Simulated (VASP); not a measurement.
Runs of VASP 6.6.1 on BaTiO3. It takes space group P4mm (No. 99, tetragonal). Conventional cell: a = 4.000 Å, b = 4.000 Å, c = 4.018 Å, α = 90.00°, β = 90.00°, γ = 90.00°. Ba (site symmetry 4mm) is surrounded by 12 O at 2.79 to 2.88 Å. Ti (site symmetry 4mm) has 6 O at 1.89 to 2.13 Å as nearest neighbours. O (site symmetry 2mm) is surrounded by 2 Ti at 2.00 Å. O (site symmetry 4mm) is surrounded by 2 Ti at 1.89 to 2.13 Å. 

```csv
task,level,potentials or basis,spin,cell,k mesh,cutoff (eV),gap on the mesh (eV),pressure (GPa),relaxed volume (Å³/atom),largest force (eV/Å)
band structure,PBEsol,"VASP PAW PBE potentials, release 64 (Ba_sv, Ti_sv, O)",off,as given,7 × 7 × 7,520,(a),-,-,-
relaxation of cell and atoms,PBEsol,"VASP PAW PBE potentials, release 64 (Ba_sv, Ti_sv, O)",off,relaxed,7 × 7 × 7,600,(b),0.0,12.79,0.01
band structure,LDA,"VASP PAW LDA potentials, release 64 (Ba_sv, Ti_sv, O)",off,as given,7 × 7 × 7,520,1.78,-6.5,-,0.36
relaxation of cell and atoms,LDA,"VASP PAW LDA potentials, release 64 (Ba_sv, Ti_sv, O)",off,relaxed,7 × 7 × 7,600,1.86,-0.1,12.40,0.02
```

Alike in all rows: smearing fermi-dirac 0.05 eV.

**Question.** Fill in the values left out.

**Answer.** (a) 1.82; (b) 1.88.

Caveats: spin-orbit coupling is left out, which moves the levels of the heavy elements; the PAW data sets were made with another functional, which shifts forces and pressure a little (some runs); the mesh misses the band edges, which the band path finds closer together (some runs); an odd mesh through Γ misses points on the zone boundary, where band edges often lie (some runs).

A k mesh can miss the band edges, and the runs leave out spin-orbit coupling on Ba.
